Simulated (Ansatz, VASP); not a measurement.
**BN in VASP and in Ansatz**

The input POSCAR:

```
BN
1.0
    0.0000000000      1.7652487196      1.7652487196
    1.7652487196      0.0000000000      1.7652487196
    1.7652487196      1.7652487196      0.0000000000
B N
1 1
Direct
    0.0000000000      0.0000000000      0.0000000000
    0.2500000000      0.2500000000      0.2500000000
```

The input INCAR.step1:

```
SYSTEM = BN
PREC = Accurate
ENCUT = 520
EDIFF = 1E-5
ISMEAR = -1
SIGMA = 0.05
LREAL = .FALSE.
LASPH = .TRUE.
NELM = 100
ALGO = Normal
ISIF = 2
LWAVE = .TRUE.
LCHARG = .FALSE.
NBANDS = 11
GGA = PE
```

The input INCAR.step2:

```
SYSTEM = BN
PREC = Accurate
ENCUT = 520
EDIFF = 1E-7
ISMEAR = -1
SIGMA = 0.05
LREAL = .FALSE.
LASPH = .TRUE.
NELM = 100
ALGO = Normal
ISIF = 2
LWAVE = .FALSE.
LCHARG = .FALSE.
GGA = PE
LHFCALC = .TRUE.
HFSCREEN = 0.2079
PRECFOCK = Normal
NBANDS = 11
ISTART = 1
```

Contents of KPOINTS:

```
Automatic mesh
0
G
  4 4 4
  0 0 0
```

Input for Ansatz:

```yaml
crystal:
  lattice:
    - [0.0, 1.765248719587, 1.765248719587]
    - [1.765248719587, 0.0, 1.765248719587]
    - [1.765248719587, 1.765248719587, 0.0]
  atoms:
    - { symbol: B, position: [0.0, 0.0, 0.0] }
    - { symbol: "N", position: [0.25, 0.25, 0.25] }
kpoints:
  mp_grid: { grid: [4, 4, 4] }
hamiltonian:
  xc: hse06
  pseudopotentials: { kind: paw }
scf:
  occupations: { method: fermi_dirac, width: 0.05 }
  convergence: { dr2_threshold: "1e-10 eV" }
  exx: { energy_threshold: "2e-8 eV", singularity: regularized }
output:
  forces: true
  stress: true
  eigenvalues: true
```

Alike in both runs: task single point; functional HSE06; k mesh 4 × 4 × 4; occupations fermi-dirac, width 0.05 eV; no spin polarisation.

```csv
,VASP,Ansatz
version,VASP 6.6.1,Ansatz 0.2.0 development build
potentials or method,"VASP PAW PBE potentials, release 64 (B, N)","plane waves, PAW datasets (generated soft set 1)"
plane-wave cutoff (eV),520,420
valence electrons in the cell,8,8
```

|  | VASP | Ansatz | Ansatz less VASP |
| --- | --- | --- | --- |
| gap on the k mesh at the Fermi level (eV) | 5.89 | 5.90 | +0.010 |

Caveats: the k mesh is coarse (spacing up to 0.77 Å⁻¹), so the values aren't converged, least of all with exact exchange. A k mesh can miss the band edges.
